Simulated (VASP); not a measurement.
## Results of a VASP single-point calculation on SrO (strained rocksalt)

POSCAR

```
Sr O
 1.0000000000000000
     0.0000000000000000    2.5798923265000000    2.5798923265000000
     2.6314901730000000    0.0000000000000000    2.5798923265000000
     2.6314901730000000    2.5798923265000000    0.0000000000000000
 Sr  O
   1   1
Cartesian
  0.0000000000000000  0.0000000000000000  0.0000000000000000
  2.6314901730000000  2.5798923265000000  2.5798923265000000
```

| Property | Result |
| --- | --- |
| gap between bands v and c | 3.24 eV |
| least direct gap | 3.34 eV |

Band v is the last that the valence electrons fill when counted band by band, and c is the next. Levels in eV from the top of v:

| point | v−1 | v | c | c+1 |
| --- | --- | --- | --- | --- |
| Γ | 0.00 | 0.00 | 3.74 | 6.03 |
| X | -0.18 | -0.10 | 3.24 | 7.55 |
| K | -0.58 | -0.49 | 4.69 | 7.72 |
| L | -1.10 | -1.10 | 6.40 | 8.19 |
| W | -0.44 | -0.44 | 5.82 | 5.82 |

Question: Which of these levels of theory gave these results?
A. PBE0
B. PBE
C. PBE with spin–orbit coupling
D. PBEsol
E. LDA
F. r²SCAN
G. HSE06

Answer: B.

The INCAR was:

```
LCHARG = .FALSE.
IBRION = -1
ISIF = 2
ISMEAR = -1
LREAL = .FALSE.
NBANDS = 15
LWAVE = .FALSE.
NELM = 120
ENCUT = 520
GGA = PE
LASPH = .TRUE.
PREC = Accurate
NSW = 0
SIGMA = 0.02
EDIFF = 1E-7
```
